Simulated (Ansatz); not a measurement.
The system is CuO.

```
CELL_PARAMETERS angstrom
2.30558 -1.72961 0.07281
2.31576 1.74354 0.04815
-0.70809 -0.03897 5.12907
ATOMIC_POSITIONS crystal
Cu 0.01425 0.47965 0.06043
Cu 0.47088 0.15407 0.47412
O 0.56927 0.29603 0.26394
O 0.44560 0.57025 0.70150
```

The cell isn't the ideal one: all atoms moved at random, sigma 0.25 Å a component, cell strained at random, sigma 0.03.

* Program: Ansatz 0.2.0
* Task: relaxation of cell and atoms
* Functional: PBE
* Potentials or basis: Ansatz PAW
* Cutoff: 420 eV (not typed: the program's choice for these potentials)
* k mesh: 10 × 10 × 5
* Occupations: fermi-dirac, width 0.05 eV
* Spin: no spin polarisation

At the start: volume 10.33 Å³/atom.

Problem. Where does the relaxation end?

Solution. It ends after 26 steps and the volume is 11.20 Å³/atom (+8.5 %); space group P4_2/mmc (No. 131, to 0.05 Å).

The path:
```tsv
step	energy change (eV)	largest force (eV/Å)	volume (Å³)
1	0.0000	42.0170	41.31
2	-6.2033	14.2779	44.12
3	-7.9781	6.7639	44.64
4	-8.9480	2.2442	45.01
5	-9.1548	0.4174	45.80
6	-9.1831	0.3699	43.84
7	-9.1961	0.1591	45.33
8	-9.2128	0.2055	45.29
9	-9.3034	0.7991	45.43
10	-9.4019	1.3499	45.46
11	-9.5429	1.5268	44.38
12	-9.7010	0.0425	43.97
13	-9.7032	0.0020	43.92
14	-9.7035	0.0018	43.94
15	-9.7415	0.0015	43.94
16	-9.7582	0.0058	44.11
17	-9.7607	0.0023	44.59
18	-9.7605	0.0003	44.65
19	-9.7704	0.0010	44.65
20	-9.7729	0.0007	44.76
21	-9.7730	0.0007	44.79
22	-9.7745	0.0007	44.79
23	-9.7748	0.0002	44.80
24	-9.7749	0.0002	44.80
25	-9.7749	0.0002	44.81
26	-9.7750	0.0002	44.81
```

Final structure:
```yaml
crystal:
  lattice:
    - [2.08349, -2.08201, 0.16356]
    - [2.08042, 2.08487, 0.16637]
    - [-0.40616, -0.00435, 5.13249]
  atoms:
    - { symbol: Cu, position: [0.00000, 0.49999, 0.00000] }
    - { symbol: Cu, position: [0.49999, 0.00000, 0.50000] }
    - { symbol: O, position: [0.49995, 0.50000, 0.25000] }
    - { symbol: O, position: [0.50006, 0.50001, 0.75000] }
```

Caveat: the plane-wave basis is chosen anew once the cell has moved, so the energies of steps on either side of that aren't comparable; the pressure holds a Pulay correction of +0.6 GPa for the finite cutoff; the run has no spin polarisation, though such a crystal can be magnetic.
